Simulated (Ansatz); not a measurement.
A plane-wave DFT run in Ansatz 0.2.0 (scalar-relativistic PAW potentials unless the input names others): input and command.

```yaml
crystal:
  lattice:
    - [-3.816551681, 0.0, 0.0]
    - [-1.9082758405, -3.3052307106, 0.0]
    - [0.0, 0.0, 19.3290392674]
  atoms:
    - { symbol: "N", position: [0.3333333333, 0.3333333333, 0.6998008554] }
    - { symbol: "N", position: [0.3333333333, 0.3333333333, 0.3162060202] }
    - { symbol: "N", position: [0.3333333333, 0.3333333333, 0.642781068] }
    - { symbol: "N", position: [0.3333333333, 0.3333333333, 0.2591862328] }
    - { symbol: "N", position: [0.6666666667, 0.6666666667, 0.1244086025] }
    - { symbol: "N", position: [0.6666666667, 0.6666666667, 0.5080034378] }
    - { symbol: "N", position: [0.6666666667, 0.6666666667, 0.0673888151] }
    - { symbol: "N", position: [0.6666666667, 0.6666666667, 0.4509836504] }
basis:
  ecutwfc: 420
kpoints:
  mp_grid: { grid: [7, 7, 2] }
hamiltonian:
  xc: pbe
  dispersion: d3bj
scf:
  occupations: { method: gaussian, width: 0.05 }
  max_iter: 2.5
output:
  forces: true
  eigenvalues: true
  stress: true
```

```bash
ansatz run input.yaml --threads 2 --pin off --max-ram 5120MiB --backend cpu --events-out ev --progress --plain --runs-dir out
```

Task: What will the program do with this input?

Result: The program refuses it, because of a value of the wrong type (scf.max_iter: not typed → 2.5). Without that key it is accepted.

Abridged log:
```
Error: YAML parse error: error: line 24 column 13: invalid u64
  --> <input>:24:13
   |
22 | scf:
23 |   occupations: { method: gaussian, width: 0.05 }
24 |   max_iter: 2.5
   |             ^ invalid u64
25 | output:
26 |   forces: true
   |
```